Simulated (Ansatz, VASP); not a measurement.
**One calculation of Ti, two programs**

File INCAR:

```
PREC     = Accurate       # precision mode
ENCUT    = 520            # plane-wave cutoff, eV
EDIFF    = 1E-6           # SCF threshold, eV
ISMEAR   = -1             # smearing method
SIGMA    = 0.05           # smearing width, eV
LREAL    = F              # projectors in reciprocal space
LASPH    = T              # aspherical terms in the spheres
NELM     = 100            # most SCF steps
ALGO     = Fast           # electronic algorithm
ISIF     = 2              # what is computed and relaxed
LWAVE    = F              # write WAVECAR
LCHARG   = F              # write CHGCAR
GGA      = PE             # functional
NBANDS   = 12             # bands
```

Contents of KPOINTS:

```
regular mesh
0
Gamma
  11 11 11
```

The input POSCAR:

```
Ti
1.0
    0.0000000000      2.0434441004      2.0434441004
    2.0434441004      0.0000000000      2.0434441004
    2.0434441004      2.0434441004      0.0000000000
Ti
1
Direct
    0.0000000000      0.0000000000      0.0000000000
```

The input input.yaml:

```yaml
crystal:
  lattice:
    - [0.0, 2.0434441004, 2.0434441004]
    - [2.0434441004, 0.0, 2.0434441004]
    - [2.0434441004, 2.0434441004, 0.0]
  atoms:
    - { symbol: Ti, position: [0.0, 0.0, 0.0] }
kpoints:
  mp_grid: { grid: [11, 11, 11] }
scf:
  occupations: { method: fermi_dirac, width: 0.05 }
hamiltonian:
  xc: pbe
  pseudopotentials: { kind: all_electron, lapw: { basis_error: 0.0005 } }
output:
  forces: true
  stress: true
  eigenvalues: true
```

Change from the starting cell: volume scaled by 1.02.

Alike in both runs: task single point; functional PBE; k mesh 11 × 11 × 11; occupations fermi-dirac, width 0.05 eV; no spin polarisation.

```csv
,VASP,Ansatz
version,VASP 6.6.1,Ansatz 0.2.0
potentials or method,"VASP PAW PBE potentials, release 64 (Ti_sv)","all-electron LAPW, scalar-relativistic"
plane-wave cutoff (eV),520,see its input
```

|  | VASP | Ansatz | Ansatz less VASP |
| --- | --- | --- | --- |
| gap on the k mesh at the Fermi level (eV) | none | none | - |
| pressure (GPa) | 1.5 | 1.9 | +0.33 |

A gap of «none» marks a metal or a gap that the smearing closes. Ansatz ran all-electron here, so the differences hold the error of VASP's frozen core and of both bases.
